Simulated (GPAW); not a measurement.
BN:

```
N B
1.0
     2.49824    0.00000    0.00000
    -1.24912    2.16354    0.00000
     0.00000    0.00000    6.63570
N B
2 2
Direct
  0.66667 0.33333 0.25000
  0.33333 0.66667 0.75000
  0.66667 0.33333 0.75000
  0.33333 0.66667 0.25000
```

Base run:

- Program: GPAW 26.7.0
- Functional: RPBE
- Potentials or basis: the program's PAW data sets (release 1.2.1) made for this functional
- Cutoff: 800 eV
- Basis: pw
- k mesh: 9 × 9 × 3
- Occupations: fermi-dirac, width 0.05 eV
- Spin: no spin polarisation

Its results: band gap on the k mesh 4.53 eV, indirect (least direct gap 4.81 eV); pressure 8.3 GPa.

Question: The run is repeated on the same cell with these changes: functional from RPBE to LDA; band points from 60 to 80. What comes out?

Answer: Band gap on the k mesh 4.25 eV, indirect (least direct gap 4.53 eV); pressure -3.7 GPa.

Caveats: the mesh misses the band edges, which the band path finds closer together; this functional lacks dispersion, which binds the layers, so the pressure and a relaxed spacing across them are unreliable (some runs).

Not every run made on this cell is shown here.
